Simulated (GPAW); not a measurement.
# Ag (Fm-3m) in GPAW: further runs, part 2 of 2

GPAW 26.7.0. The steps go on from the part before.

## (3) Band structure, PBE

File run.py:

```python
from ase.dft.bandgap import bandgap
from ase.io import read, write
from gpaw import GPAW

atoms = read('Ag.cif')

calc = GPAW(mode='lcao',
            h=0.2,
            basis='dzp',
            xc='PBE',
            kpts={'size': (11, 11, 11), 'gamma': True},
            occupations={'name': 'fermi-dirac', 'width': 0.05},
            convergence={'density': 1e-05, 'energy': 1e-05},
            maxiter=150,
            txt='gpaw.txt')
atoms.calc = calc
energy = atoms.get_potential_energy()
forces = atoms.get_forces()
calc.write('gs.gpw')
write('result.traj', atoms)
print(f'Energy: {energy:.6f} eV')
print('Forces (eV/A):')
print(forces.round(4))
print('Fermi level:', round(calc.get_fermi_level(), 4), 'eV')
print(f'Gap: {bandgap(calc)[0]:.4f} eV, direct: {bandgap(calc, direct=True)[0]:.4f} eV')

path = atoms.cell.bandpath('GXWKGLUWLK,UX', npoints=60, eps=1e-4)
bs_calc = calc.fixed_density(kpts=path, symmetry='off', txt='bands.txt')
bs = bs_calc.band_structure()
bs.write('bs.json')
print(f'Gap on the path: {bandgap(bs_calc)[0]:.4f} eV')
```

File Ag.cif:

```cif
data_Ag
_cell_length_a 2.88888475
_cell_length_b 2.88888475
_cell_length_c 2.88888475
_cell_angle_alpha 60.00000000
_cell_angle_beta 60.00000000
_cell_angle_gamma 60.00000000
_space_group_name_H-M_alt 'P1'
_space_group_name_Hall 'P 1'
_space_group_IT_number 1
loop_
_space_group_symop_operation_xyz
'x,y,z'
loop_
_atom_site_label
_atom_site_type_symbol
_atom_site_symmetry_multiplicity
_atom_site_Wyckoff_symbol
_atom_site_fract_x
_atom_site_fract_y
_atom_site_fract_z
_atom_site_occupancy
Ag1 Ag 1 a 0.0000000000 0.0000000000 0.0000000000 1
```

Potentials or basis: GPAW PAW data sets (gpaw-data 1.2.1), lcao:dzp.

Started as:

```bash
OMP_NUM_THREADS=1 python run.py
```

gpaw.txt:

```text
__  _  _
 | _ |_)|_||  |
 |__||  | ||/\| - 26.7.0

Input parameters:
  mode=LCAO(),
  basis={'default': 'dzp'},
  convergence={'density': 1e-05, 'energy': 1e-05},
  h=0.2,
  kpts=MonkhorstPack(size=(11, 11, 11), gamma=True),
  maxiter=150,
  occupations=Occupations(name='fermi-dirac', width=0.05),
  xc=XC(name='PBE')

       Ag

Atoms  # Å, Bohr magnetons
|   | symbol |        x |        y |        z |    initial magnetic moments |
|---|--------|----------|----------|----------|-----------------------------|
| 0 |     Ag | 0.000000 | 0.000000 | 0.000000 | ( 0.0000,  0.0000,  0.0000) |

Unit cell  # Å
| periodic |        x |        y |        z |  lengths |    angles |
|----------|----------|----------|----------|----------|-----------|
|      yes | 2.888885 | 0.000000 | 0.000000 | 2.888885 | 60.000000 |
|      yes | 1.444442 | 2.501848 | 0.000000 | 2.888885 | 60.000000 |
|      yes | 1.444442 | 0.833949 | 2.358765 | 2.888885 | 60.000000 |

Number of symmetries: 48
Symmetry operations  # r_c * U_cc + t_c -> r_c
|    | kind |            matrix            |
|----|------|------------------------------|
|  0 |  σ   |  1, 0, 0,  1, 0,-1,  1,-1, 0 |
|  1 |  C2  |  1, 0, 0,  1,-1, 0,  1, 0,-1 |
|  2 |  E   |  1, 0, 0,  0, 1, 0,  0, 0, 1 |
|  3 |  σ   |  1, 0, 0,  0, 0, 1,  0, 1, 0 |
|  4 |  C4  |  1, 0,-1,  1, 0, 0,  1,-1, 0 |
|  5 |  S6  |  1, 0,-1,  1,-1, 0,  1, 0, 0 |
|  6 |  σ   |  1, 0,-1,  0, 1,-1,  0, 0,-1 |
|  7 |  C3  |  1, 0,-1,  0, 0,-1,  0, 1,-1 |
|  8 |  S6  |  1,-1, 0,  1, 0, 0,  1, 0,-1 |
|  9 |  C4  |  1,-1, 0,  1, 0,-1,  1, 0, 0 |
| 10 |  C3  |  1,-1, 0,  0,-1, 1,  0,-1, 0 |
| 11 |  σ   |  1,-1, 0,  0,-1, 0,  0,-1, 1 |
| 12 |  σ   |  0, 1, 0,  1, 0, 0,  0, 0, 1 |
| 13 |  C4  |  0, 1, 0,  0, 1,-1, -1, 1, 0 |
| 14 |  C3  |  0, 1, 0,  0, 0, 1,  1, 0, 0 |
| 15 |  S6  |  0, 1, 0, -1, 1, 0,  0, 1,-1 |
| 16 |  C2  |  0, 1,-1,  1, 0,-1,  0, 0,-1 |
[... 17 lines left out ...]
| 34 |  S4  |  0,-1, 0,  0,-1, 1,  1,-1, 0 |
| 35 |  C2  |  0,-1, 0, -1, 0, 0,  0, 0,-1 |
| 36 |  C2  | -1, 1, 0,  0, 1, 0,  0, 1,-1 |
| 37 |  S6  | -1, 1, 0,  0, 1,-1,  0, 1, 0 |
| 38 |  S4  | -1, 1, 0, -1, 0, 1, -1, 0, 0 |
| 39 |  C3  | -1, 1, 0, -1, 0, 0, -1, 0, 1 |
| 40 |  S6  | -1, 0, 1,  0, 0, 1,  0,-1, 1 |
| 41 |  C2  | -1, 0, 1,  0,-1, 1,  0, 0, 1 |
| 42 |  C3  | -1, 0, 1, -1, 1, 0, -1, 0, 0 |
| 43 |  S4  | -1, 0, 1, -1, 0, 0, -1, 1, 0 |
| 44 |  C2  | -1, 0, 0,  0, 0,-1,  0,-1, 0 |
| 45 |  i   | -1, 0, 0,  0,-1, 0,  0, 0,-1 |
| 46 |  σ   | -1, 0, 0, -1, 1, 0, -1, 0, 1 |
| 47 |  C2  | -1, 0, 0, -1, 0, 1, -1, 1, 0 |

BZ-sampling:
  Number of BZ points: 1331
  Number of IBZ points: 56

  Monkhorst-Pack size: [11, 11, 11]
  Monkhorst-Pack shift: [0, 0, 0]

[... 245 lines left out ...]
      Number of spherical harmonics: 27
        l=0, rc=9.2812 Bohr: 5s-sz confined orbital
        l=1, rc=3.3750 Bohr: 4p-sz confined orbital
        l=1, rc=14.2344 Bohr: 5p-sz confined orbital
        l=2, rc=5.4531 Bohr: 4d-sz confined orbital
        l=0, rc=5.5156 Bohr: 5s-dz split-valence wave
        l=1, rc=2.3281 Bohr: 4p-dz split-valence wave
        l=1, rc=8.7656 Bohr: 5p-dz split-valence wave
        l=2, rc=3.2656 Bohr: 4d-dz split-valence wave
        l=1, rc=9.2812 Bohr: p-type Gaussian polarization
      Number of RI-basis functions 0

Reference energy: -144597.826354  # eV

eigensolver:
  <gpaw.new.lcao.eigensolver.LCAOEigensolver object>
density mixing:
  MSR1-Mixer
  Pratt-step length: 0.05
  Maximum mixing coefficient: 0.75
  Old densities: 10
  SVD Regularization: 0.005
  Good broyden scale: 1.0
  Trust region scale: 1.0
  Backstep threshold: 4.0
  History deletion threshold: 6.0
  Fourier metric: weight=20.0, sigma=0.015

occupation numbers:
  Fermi-Dirac:
    width: 0.0500  # eV

FastPoissonSolver using
    Stencil: 12*3+1=37 point O(h^6) finite-difference Laplacian
    FFT axes: [np.int64(0), np.int64(1), np.int64(2)]
    FST axes: []

xc functional:
  name: PBE with 2 nearest neighbor stencil
interpolation: tri-quintic # 5. degree polynomial

convergence criteria:
- Maximum integral of absolute [dens]ity change: 1e-05 electrons / valence electron
- Maximum [total energy] change in last 3 cyles: 1e-05 eV / valence electron
- Maximum integral of absolute [eigenst]ate change: 4e-08 eV^2 / valence electron
maximum number of iterations: 150

SCF iterations
|iter     | |      energy | eigst |  dens |
|---------|-|-------------|-------|-------|
|iter:   1| |   -2.973576 |      c|       |
|iter:   2| |   -2.866271 |      c| -1.21 |
|iter:   3| |   -2.511133 |      c| -1.27 |
|iter:   4| |   -2.506462 |      c| -2.14 |
|iter:   5| |   -2.505305 |      c| -2.48 |
|iter:   6| |   -2.505304 |      c| -3.94 |
|iter:   7| |   -2.505305c|      c| -4.26 |
|iter:   8| |   -2.505305c|      c| -5.91c|

Converged in 8 steps
Energy contributions relative to reference atoms: (reference = -144597.826354)

Energy contributions:
  Kinetic:          -9.601974
  Coulomb:           8.425837
  Zero:              0.062166
  External:          0.000000
  Xc:               -1.389882
  Entropy:          -0.002903
  Spinorbit:         0.000000
  ----------------------------
  Free energy:      -2.506757
  Extrapolated:     -2.505305

dipole moment: (-18.136710, -10.471234, -7.404281)  # |e|*Ang

Fermi level: 8.544
Eigenvalues  # (at kpt = [0.000, 0.000, 0.000])
| band index |      eig [eV] | occ [0-2] |
|------------|---------------|-----------|
|          0 |       -47.272 |     2.000 |
|          1 |       -47.267 |     2.000 |
|          2 |       -47.267 |     2.000 |
|          3 |         0.520 |     2.000 |
|          4 |         3.434 |     2.000 |
|          5 |         3.435 |     2.000 |
|          6 |         3.435 |     2.000 |
|          7 |         4.457 |     2.000 |
|          8 |         4.457 |     2.000 |
|          9 |        29.425 |     0.000 |
|         10 |        29.430 |     0.000 |
|         11 |        29.430 |     0.000 |

No gap
No difference between direct/indirect transitions

Forces  # eV/Ang
|        x |        y |        z |
|----------|----------|----------|
| -0.00000 | -0.00000 | -0.00000 |  # Ag   0

# Writing to gs.gpw (mode='')
```

bands.txt:

```text
convergence criteria:
- Maximum integral of absolute [eigenst]ate change: 4e-08 eV^2 / valence electron
maximum number of iterations: 150

SCF iterations
|iter     | |      energy | eigst |  dens |
|---------|-|-------------|-------|-------|
|iter:   1| |             |      c|       |
[... 60 lines left out ...]
         [0.44642857, 0.44642857, 0.60714286],
         [0.42857143, 0.42857143, 0.64285714],
         [0.41071429, 0.41071429, 0.67857143],
         [0.39285714, 0.39285714, 0.71428571],
         [0.375     , 0.375     , 0.75      ],
         [0.625     , 0.25      , 0.625     ],
         [0.59375   , 0.1875    , 0.59375   ],
         [0.5625    , 0.125     , 0.5625    ],
         [0.53125   , 0.0625    , 0.53125   ],
         [0.5       , 0.        , 0.5       ]])),
  maxiter=150,
  occupations=Occupations(name='fermi-dirac', width=0.05),
  symmetry=Symmetry(point_group=False, time_reversal=False),
  xc=XC(name='PBE')
```

Wall time 5.6 min (1 thread of Arm Neoverse V1, shared host); peak memory 0.2 GiB.

What came out:

```
Free energy             : -2.5068 eV
Band gap along the path : none (metal or under the smearing width)
```

Levels at the corners of the path, in eV from the Fermi level:
| point | band 6 | band 7 | band 8 | band 9 | band 10 |
| --- | --- | --- | --- | --- | --- |
| Γ | -5.11 | -5.11 | -4.09 | -4.09 | 20.88 |
| X | -3.33 | -3.09 | -3.09 | 1.38 | 6.63 |
| W | -5.37 | -4.08 | -3.09 | 5.74 | 5.74 |
| K | -4.39 | -3.87 | -3.37 | 4.06 | 5.07 |
| Γ | -5.11 | -5.11 | -4.09 | -4.09 | 20.88 |
| L | -5.13 | -3.30 | -3.30 | -0.64 | 3.34 |
| U | -4.39 | -3.87 | -3.37 | 4.06 | 5.07 |
| W | -5.37 | -4.08 | -3.09 | 5.74 | 5.74 |
| L | -5.13 | -3.30 | -3.30 | -0.64 | 3.34 |
| K | -4.39 | -3.87 | -3.37 | 4.06 | 5.07 |
| U | -4.39 | -3.87 | -3.37 | 4.06 | 5.07 |
| X | -3.33 | -3.09 | -3.09 | 1.38 | 6.63 |

Caveat: the real-space grid adds noise to forces; the basis of atomic orbitals isn't converged, which shifts pressures, moduli and gaps.
